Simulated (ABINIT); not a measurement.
Runs of ABINIT 10.8.3 (patched build) on HgSe. The structure is cubic, space group F-43m (No. 216). The conventional cell has a = 6.078 Å, b = 6.078 Å, c = 6.078 Å, α = 90.00°, β = 90.00°, γ = 90.00°. Hg (site symmetry -43m) has 4 Se at 2.63 Å as nearest neighbours. Se (site symmetry -43m) has 4 Hg at 2.63 Å as nearest neighbours. 

```csv
potentials or basis,cutoff (eV),fine-grid cutoff,gap on the mesh (eV),pressure (GPa)
PseudoDojo NC SR PBE v0.4.1 standard,1415,-,none,(a)
JTH PAW PBE v2.0,626,1224.51 eV,none,3.1
"Ansatz PAW PBE default generated set, frozen core",490,979.61 eV,none,2.9
Ansatz NC r2SCAN,1469,-,none,3.0
SG15 NC PBE v1.2,844,-,none,3.0
```

Alike in all rows: task band structure; level r2SCAN; no spin polarisation; cell as given; k mesh 6 × 6 × 6; smearing fermi-dirac 0.05 eV.

Q: Fill in the values left out.

A: (a) 2.3.

Caveats: spin-orbit coupling is left out, which moves the levels of the heavy elements; the potentials were made for another functional, which shifts forces and pressure (some runs); the PAW data sets were made with another functional, which shifts forces and pressure a little (some runs); a meta-GGA on potentials with a model core is unreliable (some runs); the atomic spheres overlap (some runs).

A k mesh can miss the band edges, and the runs leave out spin-orbit coupling on Hg, Se.

A gap of «none» marks a metal or a gap under the smearing width.

The runs don't all hold the same shells in valence.
